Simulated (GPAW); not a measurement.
Write an ASE script for GPAW 26.7.0 that does the following.

```yaml
Task: single point
Functional: PBEsol
Potentials_or_basis: PAW data sets generated in the run's folder for this functional
Cutoff: 800 eV
Basis: pw
k_mesh: 10 × 10 × 10
Occupations: fermi-dirac, width 0.05 eV
Spin: no spin polarisation
Maxiter: 150
```

Crystal: TaN.

```
CELL_PARAMETERS angstrom
0.00000 2.21132 2.21132
2.21132 0.00000 2.21132
2.21132 2.21132 0.00000
ATOMIC_POSITIONS crystal
Ta 0.51353 0.48421 0.52898
N 0.98710 0.98530 0.01570
```

The cell comes from a database or a generator and needn't be the stable form of this composition.

The cell isn't the ideal one: atoms moved at random, drawn with an rms of 0.05 Å.

These files were run (other wordings do the same):

run.py

```python
from ase import Atoms
from ase.dft.bandgap import bandgap
from ase.io import write
from ase.units import GPa
from gpaw import GPAW, PW, setup_paths

setup_paths.insert(0, '.')

atoms = Atoms(['Ta', 'N'],
              cell=[[0.0, 2.211323, 2.211323],
                    [2.211323, 0.0, 2.211323],
                    [2.211323, 2.211323, 0.0]],
              scaled_positions=[[0.513526, 0.484213, 0.528979],
                                [-0.012902, -0.014702, 0.015695]],
              pbc=True)

calc = GPAW(mode=PW(800),
            xc='PBEsol',
            kpts={'size': (10, 10, 10), 'gamma': True},
            occupations={'name': 'fermi-dirac', 'width': 0.05},
            nbands=19,
            convergence={'density': 1e-05, 'energy': 1e-05},
            maxiter=150,
            txt='gpaw.txt')
atoms.calc = calc
energy = atoms.get_potential_energy()
forces = atoms.get_forces()
stress = atoms.get_stress()
calc.write('gs.gpw')
write('result.traj', atoms)
print(f'Energy: {energy:.6f} eV')
print('Forces (eV/A):')
print(forces.round(4))
print('Stress (GPa):', (stress / GPa).round(3))
print('Fermi level:', round(calc.get_fermi_level(), 4), 'eV')
print(f'Gap: {bandgap(calc)[0]:.4f} eV, direct: {bandgap(calc, direct=True)[0]:.4f} eV')
```

Potentials or basis: PAW data sets generated in the run's folder for this functional, pw.

Launch:

```console
$ gpaw-setup -f PBEsol N Ta
$ OMP_NUM_THREADS=1 python run.py
```

It gave:

```
Pressure               : -9.3 GPa
Largest force          : 0.801 eV/Å
Band gap on the k mesh : none (metal or under the smearing width)
```

Run time: 2.7 min on 1 thread of Intel(R) Xeon(R) Platinum 8488C (Sapphire Rapids), with other jobs on the host, peak memory 0.44 GiB.
